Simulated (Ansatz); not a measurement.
# Ti₂HC: what symmetry allows forces and stress to be

```yaml
crystal:
  lattice:
    - [1.54799, 0.89373, 4.72205]
    - [-1.54799, 0.89373, 4.72205]
    - [0.00000, -1.78746, 4.72205]
  atoms:
    - { symbol: Ti, position: [0.77080, 0.77080, 0.77080] }
    - { symbol: Ti, position: [0.22920, 0.22920, 0.22920] }
    - { symbol: H, position: [0.00000, 0.00000, 0.00000] }
    - { symbol: C, position: [0.50000, 0.50000, 0.50000] }
```

Theory: Ansatz, DFT PBEsol, scalar-relativistic, plane waves, PAW.

Cutoff 420 eV; k points 15×15×15 on the computed 4-atom cell (Γ-centred); Gaussian smearing, width 0.10 eV; no spin polarisation.

This distorted cell has space group R-3m, with 12 operations.

Q: Without a calculation: in which directions can each atom feel a force?

A: A force must be left unchanged by every operation that keeps its atom in place, so it lies in the space that those operations leave fixed. Atoms that the group maps onto each other feel forces of one size.
| atom | site symmetry | operations at the site | equivalent to atom | allowed force (Cartesian) |
| --- | --- | --- | --- | --- |
| Ti1 | 3m | 6 | 1 | along (0.00, 0.00, 1.00) |
| Ti2 | 3m | 6 | 1 | along (0.00, 0.00, 1.00) |
| H3 | -3m | 12 | 3 | none |
| C4 | -3m | 12 | 4 | none |

That leaves 1 independent force component of 12. A relaxation in this cell that keeps the symmetry moves the atoms in these directions alone.

Q: And the stress tensor?

A: It must be invariant under the point group, which leaves 2 independent components: yz, xz, xy vanish; xx = yy.

Q: Do the computed values obey this?

A: Yes. Forces (eV/Å):
```
Ti1  0.000  0.000 -6.230
Ti2  0.000  0.000  6.230
H3   0.000  0.000  0.000
C4   0.000  0.000  0.000
```

Stress (GPa, compression positive, xx yy zz yz xz xy): 23.25 23.25 30.07 0.00 0.00 0.00. The program imposes the same operations on density, forces and stress, so this confirms the analysis and is no independent test of the calculation.